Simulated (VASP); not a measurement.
# Ga (I-43d) in VASP: notebook

Runs on Ga. Level: PBE. Tasks: relaxation of cell and atoms.

All numbers are computed with VASP 6.6.1; they aren't measurements. Logs are shortened: lines on timing, memory, paths and dates and some standing lists are left out, and cuts for length are marked.

## 1. Starting point

The structure is cubic, space group I-43d (No. 220). Conventional cell: a = 5.951 Å, b = 5.951 Å, c = 5.951 Å, α = 90.00°, β = 90.00°, γ = 90.00°. Around Ga (site symmetry -4) lie 8 Ga at 2.78 Å.

This isn't the form of Ga at room conditions, which is orthorhombic.

## 2. Relaxation of cell and atoms, PBE

INCAR

```
SYSTEM = Ga
PREC = Accurate
ENCUT = 520
EDIFF = 1E-6
ISMEAR = 0
SIGMA = 0.1
LREAL = .FALSE.
LASPH = .TRUE.
NELM = 120
ALGO = Normal
ISIF = 3
LWAVE = .FALSE.
LCHARG = .FALSE.
GGA = PE
IBRION = 2
NSW = 90
EDIFFG = -0.01
```

KPOINTS

```
regular mesh
0
G
  7 7 7
  0 0 0
```

POSCAR

```
Ga
1.0
   -2.9755000000      2.9755000000      2.9755000000
    2.9755000000     -2.9755000000      2.9755000000
    2.9755000000      2.9755000000     -2.9755000000
Ga
6
Direct
    0.2500000000      0.6250000000      0.3750000000
    0.3750000000      0.2500000000      0.6250000000
    0.7500000000      0.8750000000      0.1250000000
    0.1250000000      0.7500000000      0.8750000000
    0.6250000000      0.3750000000      0.2500000000
    0.8750000000      0.1250000000      0.7500000000
```

Potentials or basis: VASP PAW PBE potentials, release 64 (Ga_d).

On the command line:

```
cat potpaw_PBE.64/Ga_d/POTCAR > POTCAR
mpirun -np 1 vasp_std > vasp.out
```

OUTCAR:

```text
SYSTEM = Ga
   PREC = Accurate
   ENCUT = 520
   EDIFF = 1E-6
   ISMEAR = 0
   LREAL = .FALSE.
   LASPH = .TRUE.
   NELM = 120
   ISIF = 3
   GGA = PE
   IBRION = 2
   NSW = 90
   EDIFFG = -0.01

 ion  position               nearest neighbor table
   1  0.250  0.625  0.375-   2 2.78   2 2.78   4 2.78   5 2.78   4 2.78   6 2.78   6 2.78   5 2.78

   2  0.375  0.250  0.625-   5 2.78   1 2.78   5 2.78   6 2.78   1 2.78   6 2.78   3 2.78   3 2.78

   3  0.750  0.875  0.125-   6 2.78   4 2.78   5 2.78   6 2.78   5 2.78   4 2.78   2 2.78   2 2.78

   4  0.125  0.750  0.875-   3 2.78   1 2.78   3 2.78   6 2.78   1 2.78   5 2.78   6 2.78   5 2.78

   5  0.625  0.375  0.250-   1 2.78   2 2.78   3 2.78   2 2.78   3 2.78   4 2.78   1 2.78   4 2.78

   6  0.875  0.125  0.750-   2 2.78   3 2.78   4 2.78   3 2.78   2 2.78   1 2.78   4 2.78   1 2.78

  LATTYP: Found a body centered cubic cell.
 ALAT       =     5.9510000000

  Lattice vectors:

 A1 = (  -2.9755000000,   2.9755000000,   2.9755000000)
 A2 = (   2.9755000000,  -2.9755000000,   2.9755000000)
 A3 = (   2.9755000000,   2.9755000000,  -2.9755000000)

Analysis of symmetry for initial positions (statically):
=====================================================================
 Subroutine PRICEL returns:
 Original cell was already a primitive cell.

 Routine SETGRP: Setting up the symmetry group for a
 body centered cubic supercell.

 Subroutine GETGRP returns: Found 24 space group operations
 (whereof  3 operations were pure point group operations)
 out of a pool of 48 trial point group operations.

The static configuration has the point symmetry C_3 .
 The point group associated with its full space group is T_d .

Analysis of symmetry for dynamics (positions and initial velocities):
=====================================================================
 Subroutine PRICEL returns:
 Original cell was already a primitive cell.

 Routine SETGRP: Setting up the symmetry group for a
 body centered cubic supercell.

 Subroutine GETGRP returns: Found 24 space group operations
 (whereof  3 operations were pure point group operations)
 out of a pool of 48 trial point group operations.

The dynamic configuration has the point symmetry C_3 .
 The point group associated with its full space group is T_d .

 Subroutine INISYM returns: Found 24 space group operations
 (whereof  3 operations are pure point group operations),
 and found     1 'primitive' translations

----------------------------------------------------------------------------------------

                                     Primitive cell

  volume of cell :     105.3756

  direct lattice vectors                    reciprocal lattice vectors
    -2.975500000  2.975500000  2.975500000     0.000000000  0.168038985  0.168038985
     2.975500000 -2.975500000  2.975500000     0.168038985  0.000000000  0.168038985
     2.975500000  2.975500000 -2.975500000     0.168038985  0.168038985  0.000000000

  length of vectors
     5.153717178  5.153717178  5.153717178     0.237643012  0.237643012  0.237643012

  position of ions in fractional coordinates (direct lattice)
     0.250000000  0.625000000  0.375000000
     0.375000000  0.250000000  0.625000000
     0.750000000  0.875000000  0.125000000
     0.125000000  0.750000000  0.875000000
     0.625000000  0.375000000  0.250000000
     0.875000000  0.125000000  0.750000000

  ion indices of the primitive-cell ions
   primitive index   ion index
                 1           1
                 2           2
                 3           3
                 4           4
                 5           5
                 6           6

----------------------------------------------------------------------------------------

 KPOINTS: regular mesh

Automatic generation of k-mesh.
 Grid dimensions read from file:
 generate k-points for:    7    7    7

 Generating k-lattice:

  Cartesian coordinates                     Fractional coordinates (reciprocal lattice)
     0.000000000  0.024005569  0.024005569     0.142857143  0.000000000  0.000000000
     0.024005569  0.000000000  0.024005569     0.000000000  0.142857143  0.000000000
     0.024005569  0.024005569  0.000000000     0.000000000  0.000000000  0.142857143

  Length of vectors
     0.033949002  0.033949002  0.033949002

  Shift w.r.t. Gamma in fractional coordinates (k-lattice)
     0.000000000  0.000000000  0.000000000

 Subroutine IBZKPT returns following result:
 ===========================================

 Found     20 irreducible k-points:

 Following reciprocal coordinates:
            Coordinates               Weight
  0.000000  0.000000  0.000000      1.000000
  0.142857  0.000000  0.000000     12.000000
  0.285714  0.000000  0.000000     12.000000
  0.428571  0.000000  0.000000     12.000000
  0.142857  0.142857  0.000000     24.000000
  0.285714  0.142857 -0.000000     48.000000
[... 12 lines left out ...]
 -0.428571 -0.428571  0.285714      8.000000
 -0.428571  0.428571  0.428571      6.000000
   k-points           NKPTS =     20   k-points in BZ     NKDIM =     20   number of bands    NBANDS=     46
   number of dos      NEDOS =    301   number of ions     NIONS =      6
   total plane-waves  NPLWV =  64000
   dimension x,y,z NGX =    40 NGY =   40 NGZ =   40
   dimension x,y,z NGXF=    80 NGYF=   80 NGZF=   80
   ions per type =               6
   NGX,Y,Z   is equivalent  to a cutoff of  12.90, 12.90, 12.90 a.u.
   NGXF,Y,Z  is equivalent  to a cutoff of  25.81, 25.81, 25.81 a.u.
 SYSTEM =  Ga
   PREC   = accura    normal or accurate (medium, high low for compatibility)
   ISTART =      0    job   : 0-new  1-cont  2-samecut
   ICHARG =      2    charge: 1-file 2-atom 10-const
   ISPIN  =      1    spin polarized calculation?
   LNONCOLLINEAR =      F non collinear calculations
   LSORBIT =      F    spin-orbit coupling
   LASPH  =      T    aspherical Exc in radial PAW
   ENCUT  =  520.0 eV  38.22 Ry    6.18 a.u.   9.58  9.58  9.58*2*pi/ulx,y,z
   NELM   =    120;   NELMIN=  2; NELMDL= -5     # of ELM steps
   EDIFF  = 0.1E-05   stopping-criterion for ELM
   LREAL  =      F    real-space projection
   EDIFFG = -.1E-01   stopping-criterion for IOM
   NSW    =     90    number of steps for IOM
   IBRION =      2    ionic relax: 0-MD 1-quasi-New 2-CG
   NFREE  =      1    steps in history (QN), initial steepest desc. (CG)
   ISIF   =      3    stress and relaxation
   ISYM   =      2    0-nonsym 1-usesym 2-fastsym
   POTIM  = 0.5000    time-step for ionic-motion
   TEBEG  =    0.0;   TEEND  =   0.0 temperature during run
   PSTRESS=    0.0 pullay stress
   NELECT =      78.0000    total number of electrons
   NUPDOWN=      -1.0000    fix difference up-down
   EMIN   =  10.00;   EMAX   =-10.00  energy-range for DOS
   EFERMI =   0.00;   METHOD = LEGACY
   ISMEAR =     0;   SIGMA  =   0.10  broadening in eV -4-tet -1-fermi 0-gaus
   EFERMI_NEDOS =   21; number of points for ismear=-14 and -15
   IALGO  =     38    algorithm
   IMIX   =      4    mixing-type and parameters
     AMIX     =   0.40;   BMIX     =  1.00
     AMIX_MAG =   1.60;   BMIX_MAG =  1.00
  volume/ion in A,a.u.               =      17.56       118.52
  Fermi-wavevector in a.u.,A,eV,Ry     =   1.480902  2.798500 29.838552  2.193072
  Thomas-Fermi vector in A             =   2.594879
   LORBIT       =      0    0 simple, 1 ext, 2 COOP (PROOUT), +10 PAW based schemes
   GGA     = PE    functional components
   LHFCALC =     F    Hartree Fock is set to
   AEXX    =    0.0000 exact exchange contribution
   IVDW    =     0    specifies the selected vdW correction
   LEPSILON=     F    determine dielectric tensor
   LRPA    =     F    only Hartree local field effects (RPA)
 conjugate gradient relaxation of ions
 non-spin polarized calculation
 Gauss-broadening in eV      SIGMA  =   0.10
  energy-cutoff  :      520.00
  volume of cell :      105.38
 maximum number of plane-waves:      2899
   NGX = 19   NGY = 19   NGZ = 19

--------------------------------------- Ionic step        1  -------------------------------------------

 number of electron      77.9999937 magnetization

 Free energy of the ion-electron system (eV)
  ---------------------------------------------------
  ext. energy  EPLUGINS =         0.00000000
  ---------------------------------------------------
  free energy    TOTEN  =       -17.26332342 eV

  energy without entropy =      -17.25092194  energy(sigma->0) =      -17.25712268

------------------------ aborting loop because EDIFF is reached ----------------------------------------

  FORCE on cell =-STRESS in cart. coord.  units (eV):
  Direction    XX          YY          ZZ          XY          YZ          ZX
  --------------------------------------------------------------------------------------
  -------------------------------------------------------------------------------------
  Total        2.9879468      2.9879468      2.9879468     -0.0000000     -0.0000000     -0.0000000
  in kB       45.4300897     45.4300897     45.4300897     -0.0000000     -0.0000000     -0.0000000
  external PRESSURE =      45.4300897 kB  Pullay stress =       0.0000000 kB
[... 65 lines left out ...]
  energy  without entropy=      -17.3588405612  energy(sigma->0) =      -17.36507462

--------------------------------------- Ionic step        3  -------------------------------------------

 number of electron      78.0000074 magnetization

 Free energy of the ion-electron system (eV)
  ---------------------------------------------------
  ext. energy  EPLUGINS =         0.00000000
  ---------------------------------------------------
  free energy    TOTEN  =       -17.37177082 eV

  energy without entropy =      -17.35939099  energy(sigma->0) =      -17.36558091

 E-fermi :   5.5020     XC(G=0): -10.9770

 val. band max:        5.4844545484   @ k =   0.1429   0.0000   0.0000
 cond. band min:       5.5456235732   @ k =  -0.1429   0.1429   0.1429
 fundamental gap:      0.0611690248
 Fermi energy:         5.5020466044

 k-point     1 :       0.0000    0.0000    0.0000
  band No.  band energies     occupation
      1      -9.5460      2.00000
      2      -9.5140      2.00000
      3      -9.5140      2.00000
      4      -9.4851      2.00000
      5      -9.4851      2.00000
      6      -9.4851      2.00000
[... 1002 lines left out ...]
  FREE ENERGIE OF THE ION-ELECTRON SYSTEM (eV)
  ---------------------------------------------------
  free  energy   TOTEN  =       -17.3717708210 eV

  energy  without entropy=      -17.3593909896  energy(sigma->0) =      -17.36558091

 reached required accuracy - stopping structural energy minimisation
```

Wall time 2 min (1 thread of AMD EPYC 9R45 (Zen 5), shared host); peak memory 0.24 GiB.

What came out:

- Free energy: -17.3718 eV
- Relaxed volume: 18.95 Å³/atom
- Relaxed cell: a = 5.286 Å, b = 5.286 Å, c = 5.286 Å, α = 109.47°, β = 109.47°, γ = 109.47°
- Space group after relaxing (to 0.05 Å): I-43d (No. 220)
- Energy gained by relaxing: 18.1 meV/atom
- Ionic steps: 3
- Pressure after relaxing: 0.0 GPa
- Band gap on the k mesh: none (metal or under the smearing width)

The path:
```tsv
step	energy change (eV)	largest force (eV/Å)	pressure (GPa)	volume (Å³)
1	0.0000	0.0000	4.54	105.38
2	-0.1080	0.0000	0.23	113.15
3	-0.1084	0.0000	0.01	113.72
```

Final structure:
```
Ga
1.0
    -3.05208    3.05208    3.05208
     3.05208   -3.05208    3.05208
     3.05208    3.05208   -3.05208
Ga
6
Direct
  0.25000 0.62500 0.37500
  0.37500 0.25000 0.62500
  0.75000 0.87500 0.12500
  0.12500 0.75000 0.87500
  0.62500 0.37500 0.25000
  0.87500 0.12500 0.75000
```

PBE usually gives volumes a little too large and moduli too small. Zero-point motion and thermal expansion aren't in these numbers.

## 3. Relaxation of cell and atoms, PBE

This run uses another cell than the first one, of 18.95 Å³/atom, 1.079 times its volume.

Changes to INCAR since step 2:

```diff
@@ -3,3 +3,3 @@
 ENCUT = 520
-EDIFF = 1E-6
+EDIFF = 1E-7
 ISMEAR = 0
@@ -15,3 +15,4 @@
 IBRION = 2
-NSW = 90
-EDIFFG = -0.01
+NSW = 60
+EDIFFG = -0.005
+POTIM = 0.3
```

KPOINTS is that of step 2.

POSCAR

```
Ga                                      
1.0
   -3.0520779095      3.0520779095      3.0520779095
    3.0520779095     -3.0520779095      3.0520779095
    3.0520779095      3.0520779095     -3.0520779095
  Ga            
     6
Direct
     0.2500000000000000    0.6250000000000000    0.3750000000000000
     0.3750000000000000    0.2500000000000000    0.6250000000000000
     0.7500000000000000    0.8750000000000000    0.1250000000000000
     0.1250000000000000    0.7500000000000000    0.8750000000000000
     0.6250000000000000    0.3750000000000000    0.2500000000000000
     0.8750000000000000    0.1250000000000000    0.7500000000000000
```

Potentials or basis: VASP PAW PBE potentials, release 64 (Ga_d).

On the command line:

```
cat potpaw_PBE.64/Ga_d/POTCAR > POTCAR
mpirun -np 1 vasp_std > vasp.out
```

Wall time 67 s (1 thread of AMD EPYC 9R45 (Zen 5), shared host); peak memory 0.24 GiB.

The run converged. Its results:

- Free energy: -17.3724 eV
- Pressure after relaxing: 0.0 GPa
- Band gap on the k mesh: none (metal or under the smearing width)

Final structure:
```xyz
6
Lattice="-3.0521 3.0521 3.0521 3.0521 -3.0521 3.0521 3.0521 3.0521 -3.0521" Properties=species:S:1:pos:R:3 pbc="T T T"
Ga    2.2891    0.0000    1.5260
Ga    1.5260    2.2891    0.0000
Ga    0.7630    0.0000    4.5781
Ga    4.5781    0.7630    0.0000
Ga    0.0000    1.5260    2.2891
Ga    0.0000    4.5781    0.7630
```

Levels at points of the mesh, in eV from the Fermi level:
```csv
k point,band 37,band 38,band 39,band 40,band 41,band 42
"(0.00, 0.00, 0.00)",-2.24,-2.24,-2.24,-1.88,-1.88,-1.88
```

Caveat: the relaxation stopped at its first step, so nothing moved.
